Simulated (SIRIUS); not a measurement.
# ZnS (Wurtzite-2H) (P6_3mc) in SIRIUS: reference runs, part 5 of 5

SIRIUS 7.12.0.

## 8. Equation of state, PBEsol, 20.78 Å³/atom (volume scaled by 1.06)

Input file sirius.json:

```json
{
  "control": {
    "processing_unit": "cpu",
    "std_evp_solver_name": "lapack",
    "gen_evp_solver_name": "lapack",
    "verbosity": 2,
    "print_forces": false,
    "ortho_rf": true,
    "use_second_variation": true,
    "rmt_max": 3.0,
    "num_bands_to_print": 24,
    "save_wf": true
  },
  "parameters": {
    "electronic_structure_method": "full_potential_lapwlo",
    "xc_functionals": ["XC_GGA_X_PBE_SOL", "XC_GGA_C_PBE_SOL"],
    "core_relativity": "dirac",
    "valence_relativity": "iora",
    "num_fv_states": 43,
    "smearing": "fermi_dirac",
    "smearing_width": 0.0018374661,
    "pw_cutoff": 20,
    "gk_cutoff": 3.91,
    "lmax_apw": 10,
    "lmax_rho": 8,
    "lmax_pot": 8,
    "num_mag_dims": 0,
    "auto_rmt": 0,
    "ngridk": [8, 8, 5],
    "shiftk": [0, 0, 0],
    "num_dft_iter": 80,
    "energy_tol": 1e-07,
    "density_tol": 1e-05,
    "use_symmetry": true
  },
  "settings": {"tol_ne": 1e-10},
  "iterative_solver": {"type": "exact"},
  "mixer": {"type": "anderson", "beta": 0.5, "max_history": 8},
  "unit_cell": {
    "lattice_vectors": [[7.3429928316, 0.0, 0.0], [-3.6714964157, 6.3592183319, 0.0], [0.0, 0.0, 12.0116025483]],
    "atom_types": ["S", "Zn"],
    "atom_files": {"S": "S.json", "Zn": "Zn.json"},
    "atoms": {
      "S": [[0.6666666667, 0.3333333333, 0.885], [0.3333333333, 0.6666666667, 0.385]],
      "Zn": [[0.6666666667, 0.3333333333, 0.5], [0.3333333333, 0.6666666667, 0.0]]
    }
  }
}
```

Input file S.json:

```json
{
  "name": "sulphur",
  "symbol": "S",
  "number": 16,
  "mass": 32.065,
  "rmin": 1e-06,
  "rmt": 2.06,
  "nrmt": 800,
  "rinf": 13.52,
  "core": "1s",
  "valence": [
    {"basis": [{"enu": -0.09, "dme": 0, "n": 0, "auto": 0}, {"enu": -0.09, "dme": 1, "n": 0, "auto": 0}]},
    {"l": 0, "n": 1, "basis": [{"enu": -0.1266, "dme": 0, "n": 0, "auto": 0}]},
    {"l": 1, "n": 2, "basis": [{"enu": 0.01, "dme": 0, "n": 0, "auto": 0}]},
    {"l": 2, "n": 3, "basis": [{"enu": 0.01, "dme": 0, "n": 0, "auto": 0}]},
    {"l": 3, "n": 4, "basis": [{"enu": 0.01, "dme": 0, "n": 0, "auto": 0}]}
  ],
  "lo": [
    {
      "l": 0,
      "basis": [{"enu": -0.1266, "dme": 0, "n": 0, "auto": 0}, {"enu": -0.1266, "dme": 1, "n": 0, "auto": 0}]
    },
    {
      "l": 0,
      "basis": [{"enu": -0.1266, "dme": 1, "n": 0, "auto": 0}, {"enu": -0.1266, "dme": 2, "n": 0, "auto": 0}]
    },
    {
      "l": 0,
      "basis": [{"enu": -7.4663, "dme": 0, "n": 2, "auto": 1}, {"enu": -7.4663, "dme": 1, "n": 2, "auto": 1}]
    },
    {
      "l": 0,
      "basis": [{"enu": -0.1266, "dme": 0, "n": 0, "auto": 0}, {"enu": 2.7012, "dme": 0, "n": 0, "auto": 0}]
    },
    {"l": 1, "basis": [{"enu": 0.01, "dme": 0, "n": 0, "auto": 0}, {"enu": 0.01, "dme": 1, "n": 0, "auto": 0}]},
    {
      "l": 1,
      "basis": [{"enu": -5.4782, "dme": 0, "n": 2, "auto": 1}, {"enu": -5.4782, "dme": 1, "n": 2, "auto": 1}]
    },
    {
      "l": 1,
      "basis": [{"enu": -5.4782, "dme": 1, "n": 2, "auto": 1}, {"enu": 0.01, "dme": 0, "n": 0, "auto": 0}]
    },
    {"l": 1, "basis": [{"enu": 0.01, "dme": 0, "n": 0, "auto": 0}, {"enu": 4.3459, "dme": 0, "n": 0, "auto": 0}]},
    {"l": 2, "basis": [{"enu": 0.01, "dme": 0, "n": 0, "auto": 0}, {"enu": 0.01, "dme": 1, "n": 0, "auto": 0}]},
    {"l": 2, "basis": [{"enu": 0.01, "dme": 1, "n": 0, "auto": 0}, {"enu": 0.01, "dme": 2, "n": 0, "auto": 0}]},
    {"l": 2, "basis": [{"enu": 0.01, "dme": 0, "n": 0, "auto": 0}, {"enu": 3.6861, "dme": 0, "n": 0, "auto": 0}]},
    {"l": 3, "basis": [{"enu": 0.01, "dme": 0, "n": 0, "auto": 0}, {"enu": 0.01, "dme": 1, "n": 0, "auto": 0}]}
  ],
  "free_atom": [... radial grid and density of the free atom, the start of the SCF ...]
}
```

Input file Zn.json:

```json
{
  "name": "zinc",
  "symbol": "Zn",
  "number": 30,
  "mass": 65.38,
  "rmin": 1e-06,
  "rmt": 2.15,
  "nrmt": 800,
  "rinf": 14.28,
  "core": "1s2s2p",
  "valence": [
    {"basis": [{"enu": -0.09, "dme": 0, "n": 0, "auto": 0}, {"enu": -0.09, "dme": 1, "n": 0, "auto": 0}]},
    {"l": 0, "n": 1, "basis": [{"enu": 0.01, "dme": 0, "n": 0, "auto": 0}]},
    {"l": 1, "n": 2, "basis": [{"enu": 0.01, "dme": 0, "n": 0, "auto": 0}]},
    {"l": 2, "n": 3, "basis": [{"enu": -0.0181, "dme": 0, "n": 0, "auto": 0}]},
    {"l": 3, "n": 4, "basis": [{"enu": 0.01, "dme": 0, "n": 0, "auto": 0}]}
  ],
  "lo": [
    {"l": 0, "basis": [{"enu": 0.01, "dme": 0, "n": 0, "auto": 0}, {"enu": 0.01, "dme": 1, "n": 0, "auto": 0}]},
    {
      "l": 0,
      "basis": [{"enu": -4.4769, "dme": 0, "n": 3, "auto": 1}, {"enu": -4.4769, "dme": 1, "n": 3, "auto": 1}]
    },
    {
      "l": 0,
      "basis": [{"enu": -4.4769, "dme": 1, "n": 3, "auto": 1}, {"enu": 0.01, "dme": 0, "n": 0, "auto": 0}]
    },
    {"l": 0, "basis": [{"enu": 0.01, "dme": 0, "n": 0, "auto": 0}, {"enu": 3.4713, "dme": 0, "n": 0, "auto": 0}]},
    {"l": 1, "basis": [{"enu": 0.01, "dme": 0, "n": 0, "auto": 0}, {"enu": 0.01, "dme": 1, "n": 0, "auto": 0}]},
    {
      "l": 1,
      "basis": [{"enu": -2.8179, "dme": 0, "n": 3, "auto": 1}, {"enu": -2.8179, "dme": 1, "n": 3, "auto": 1}]
    },
    {
      "l": 1,
      "basis": [{"enu": -2.8179, "dme": 1, "n": 3, "auto": 1}, {"enu": 0.01, "dme": 0, "n": 0, "auto": 0}]
    },
    {"l": 1, "basis": [{"enu": 0.01, "dme": 0, "n": 0, "auto": 0}, {"enu": 3.9905, "dme": 0, "n": 0, "auto": 0}]},
    {
      "l": 2,
      "basis": [{"enu": -0.0181, "dme": 0, "n": 0, "auto": 0}, {"enu": -0.0181, "dme": 1, "n": 0, "auto": 0}]
    },
    {
      "l": 2,
      "basis": [{"enu": -0.0181, "dme": 1, "n": 0, "auto": 0}, {"enu": -0.0181, "dme": 2, "n": 0, "auto": 0}]
    },
    {
      "l": 2,
      "basis": [{"enu": -0.0181, "dme": 0, "n": 0, "auto": 0}, {"enu": 3.3567, "dme": 0, "n": 0, "auto": 0}]
    },
    {"l": 3, "basis": [{"enu": 0.01, "dme": 0, "n": 0, "auto": 0}, {"enu": 0.01, "dme": 1, "n": 0, "auto": 0}]},
    {"l": 3, "basis": [{"enu": 0.01, "dme": 0, "n": 0, "auto": 0}, {"enu": 3.7742, "dme": 0, "n": 0, "auto": 0}]}
  ],
  "free_atom": [... radial grid and density of the free atom, the start of the SCF ...]
}
```

Input file sirius_start.json:

```json
{
  "control": {
    "processing_unit": "cpu",
    "std_evp_solver_name": "lapack",
    "gen_evp_solver_name": "lapack",
    "verbosity": 1,
    "print_forces": false,
    "ortho_rf": true,
    "use_second_variation": true,
    "rmt_max": 3.0,
    "num_bands_to_print": 24,
    "save_wf": false
  },
  "parameters": {
    "electronic_structure_method": "full_potential_lapwlo",
    "xc_functionals": ["XC_LDA_X", "XC_LDA_C_PW"],
    "core_relativity": "dirac",
    "valence_relativity": "iora",
    "num_fv_states": 43,
    "smearing": "fermi_dirac",
    "smearing_width": 0.0055123983,
    "pw_cutoff": 20,
    "gk_cutoff": 3.13,
    "lmax_apw": 10,
    "lmax_rho": 8,
    "lmax_pot": 8,
    "num_mag_dims": 0,
    "auto_rmt": 0,
    "ngridk": [3, 3, 2],
    "shiftk": [0, 0, 0],
    "num_dft_iter": 30,
    "energy_tol": 0.01,
    "density_tol": 0.05,
    "use_symmetry": true
  },
  "settings": {"tol_ne": 1e-10},
  "iterative_solver": {"type": "exact"},
  "mixer": {"type": "anderson", "beta": 0.5, "max_history": 8},
  "unit_cell": {
    "lattice_vectors": [[7.3429928316, 0.0, 0.0], [-3.6714964157, 6.3592183319, 0.0], [0.0, 0.0, 12.0116025483]],
    "atom_types": ["S", "Zn"],
    "atom_files": {"S": "S.json", "Zn": "Zn.json"},
    "atoms": {
      "S": [[0.6666666667, 0.3333333333, 0.885], [0.3333333333, 0.6666666667, 0.385]],
      "Zn": [[0.6666666667, 0.3333333333, 0.5], [0.3333333333, 0.6666666667, 0.0]]
    }
  }
}
```

Potentials or basis: all-electron FP-LAPW, apw+lo standard.

Started as:

```
$ OMP_NUM_THREADS=1 sirius.scf --input=sirius_start.json --output=start.json
$ OMP_NUM_THREADS=1 sirius.scf --input=sirius.json --output=output.json --task=1
```

The log of the run:

```text
[info] SIRIUS version : 7.12.0
[info] number of MPI ranks           : 1
[info] MPI grid                      : 1 1
[info] maximum number of OMP threads : 1
[fft] FFT context for density and potential
[fft] =====================================
[fft]   plane wave cutoff                     : 20
[fft]   grid size                             : 50 50 80   total : 200000
[fft]   grid limits                           : -24 25   -24 25   -39 40
[fft]   number of G-vectors within the cutoff : 75887
[fft]   number of G-shells                    : 3728
[fft] FFT context for coarse grid
[fft] =====================================
[fft]   plane wave cutoff                     : 7.82
[fft]   grid size                             : 24 24 32   total : 18432
[fft]   grid limits                           : -11 12   -11 12   -15 16
[fft]   number of G-vectors within the cutoff : 4523
[fft]   number of G-shells                    : 279
[unit cell] lattice vectors
[unit cell]   a1 :       7.3429928316      0.0000000000      0.0000000000
[unit cell]   a2 :      -3.6714964157      6.3592183319      0.0000000000
[unit cell]   a3 :       0.0000000000      0.0000000000     12.0116025483
[unit cell] reciprocal lattice vectors
[unit cell]   b1 :       0.8556709030      0.4940218262     -0.0000000000
[unit cell]   b2 :       0.0000000000      0.9880436524      0.0000000000
[unit cell]   b3 :       0.0000000000     -0.0000000000      0.5230930079
[unit cell] unit cell volume :       560.89012456 [a.u.^3]
[unit cell] 1/sqrt(omega)    :         0.04222417
[unit cell] MT volume        :       156.49480217 (27.90%)
[unit cell] IT volume        :       404.39532239 (72.10%)
[unit cell] number of atom types : 2
[unit cell] type id : 0 symbol :  S mt_radius :   2.060000 num_atoms : 2
[unit cell] type id : 1 symbol : Zn mt_radius :   2.150000 num_atoms : 2
[unit cell] total number of atoms : 4
[unit cell] number of symmetry classes : 2
[unit cell] atom id  type id  class id             position                      vector_field
[unit cell] ------------------------------------------------------------------------------------------
[unit cell]      0        0        0      0.66667   0.33333   0.88500      0.00000   0.00000   0.00000
[unit cell]      1        0        0      0.33333   0.66667   0.38500      0.00000   0.00000   0.00000
[... 357 lines left out ...]
[diagonalize] ik:   27   -7.407569   -7.407569   -5.388730   -5.388730   -5.388730   -5.388730   -5.388675   -5.388675   -4.475915   -4.475915   -2.797720   -2.797719   -2.797353   -2.797352   -2.797351   -2.797350   -0.337016   -0.333566   -0.126825   -0.125217   -0.123250   -0.121580   -0.118421   -0.118145
[diagonalize] ik:   28   -7.407569   -7.407569   -5.388730   -5.388730   -5.388730   -5.388730   -5.388675   -5.388675   -4.475915   -4.475915   -2.797720   -2.797718   -2.797353   -2.797352   -2.797351   -2.797349   -0.337178   -0.333596   -0.125208   -0.124658   -0.121955   -0.121603   -0.120353   -0.119889
[diagonalize] ik:   29   -7.407569   -7.407569   -5.388730   -5.388730   -5.388730   -5.388730   -5.388676   -5.388675   -4.475915   -4.475915   -2.797721   -2.797720   -2.797353   -2.797352   -2.797351   -2.797351   -0.333484   -0.332051   -0.124745   -0.123055   -0.123035   -0.121277   -0.117238   -0.117221
[generate_core_charge_density] atom class : 0
[generate_core_charge_density]   n,l,k : 1 0 1  energy :         -87.90778647
[generate_core_charge_density] atom class : 1
[generate_core_charge_density]   n,l,k : 1 0 1  energy :        -349.42165255
[generate_core_charge_density]   n,l,k : 2 0 1  energy :         -42.25605148
[generate_core_charge_density]   n,l,k : 2 1 1  energy :         -37.19443237
[generate_core_charge_density]   n,l,k : 2 1 2  energy :         -36.31812958
[find] Total energy                   :   -4386.67543458 (Ha),   -8773.35086916 (Ry)
[find] iteration : 1, RMS (target) : 1.0246e-01 (1.0000e-05) , energy difference (target) : -1.1005e-05 (1.0000e-07)
[find] Total energy                   :   -4386.67535362 (Ha),   -8773.35070725 (Ry)
[find] iteration : 2, RMS (target) : 1.0874e-02 (1.0000e-05) , energy difference (target) : 8.0954e-05 (1.0000e-07)
[find] Total energy                   :   -4386.67540755 (Ha),   -8773.35081510 (Ry)
[... 20 lines left out ...]
[find] valence_eval_sum               :    -149.03731018
[find] core_eval_sum                  :   -2357.48782924
[find] kinetic energy                 :    4453.97226125
[find] enuc                           :   -5294.67073954
[find] <rho|V^{XC}>                   :    -249.42289287
[find] <rho|E^{XC}>                   :    -190.43970786
[find] <mag|B^{XC}>                   :       0.00000000
[find] <rho|V^{H}>                    :   -6711.07450779
[find] smearing (-TS)                 :      -0.00000000
[find] SCF correction                 :       0.00003207
[find] Total energy                   :   -4386.67540797 (Ha),   -8773.35081595 (Ry)
[find] Free energy (E-TS)             :   -4386.67540797 (Ha),   -8773.35081595 (Ry)
[find] band gap (eV)                  :       1.84167386
[find] Efermi                         :       0.13768315
[find] iteration : 7, RMS (target) : 3.2326e-06 (1.0000e-05) , energy difference (target) : 3.2469e-10 (1.0000e-07)
[find] converged after 8 SCF iterations!
Warning in function "check_num_electrons" at src/density/density.cpp:1179
wrong number of electrons
  obtained value : 91.9999
  target value : 92
  difference : 7.45731e-05
  total core leakage : 1.8974e-13
    atom class : 0, core leakage : 0
    atom class : 1, core leakage : 9.487e-14
[find] Charges and magnetic moments
[find] --------------------------------------------------------------------------------
[find] atom      charge    core leakage
[find] --------------------------------------------------------------------------------
[find]    0   14.094388    0.000000e+00
[find]    1   14.094388    0.000000e+00
[find]    2   28.405565    9.487002e-14
[find]    3   28.405565    9.487002e-14
[find] total core leakage    : 1.89740046e-13
[find] interstitial charge   : 7.000021
[find] total charge          : 91.999925
[find] Energy
[find] --------------------------------------------------------------------------------
[find] valence_eval_sum               :    -149.03731018
[find] core_eval_sum                  :   -2357.48782924
[find] kinetic energy                 :    4453.97226125
[find] enuc                           :   -5294.67073954
[find] <rho|V^{XC}>                   :    -249.42289287
[find] <rho|E^{XC}>                   :    -190.43970786
[find] <mag|B^{XC}>                   :       0.00000000
[find] <rho|V^{H}>                    :   -6711.07450779
[find] smearing (-TS)                 :      -0.00000000
[find] SCF correction                 :       0.00003207
[find] Total energy                   :   -4386.67540797 (Ha),   -8773.35081595 (Ry)
[find] Free energy (E-TS)             :   -4386.67540797 (Ha),   -8773.35081595 (Ry)
[find] band gap (eV)                  :       1.84167386
[find] Efermi                         :       0.13768315
```

It took 3.1 min on 1 thread of Arm Neoverse V2, shared host; peak memory 0.76 GiB.

What came out:

```
Free energy                                       : -119367.5189 eV
Band gap on the k mesh                            : 1.84 eV, direct
All electrons inside the program's atomic spheres : Zn 28.41; S 14.09 (radii S 2.06, Zn 2.15 bohr)
```

## 9. Equation of state, PBEsol

Potentials or basis: all-electron FP-LAPW, apw+lo standard.

No new run: the results of the series are fitted here.

Results:

```
Equilibrium volume                        : 19.25 Å³/atom
Bulk modulus at fixed shape and positions : 79 GPa
Pressure derivative of the bulk modulus   : 4.8
```

Energy against volume, from the lowest point:
| volume (Å³/atom) | energy (meV/atom) |
| --- | --- |
| 18.427 | 9.47 |
| 18.819 | 2.42 |
| 19.211 | 0.00 |
| 19.603 | 1.45 |
| 19.995 | 6.43 |
| 20.387 | 14.78 |
| 20.779 | 25.73 |

Caveat: the cell was scaled at fixed shape and fractional positions, which overstates the stiffness of a crystal with free parameters, most of all of layers and chains.

## 10. How close it comes

Step 2. A measured gap of ZnS is 3.911 eV (direct; 4 K; a printed reference work, monograph); the calculated 2.11 eV misses it by -1.80 eV. The value is that of PBEsol, without temperature or zero-point motion. Semilocal functionals fall short of measured gaps as a rule.
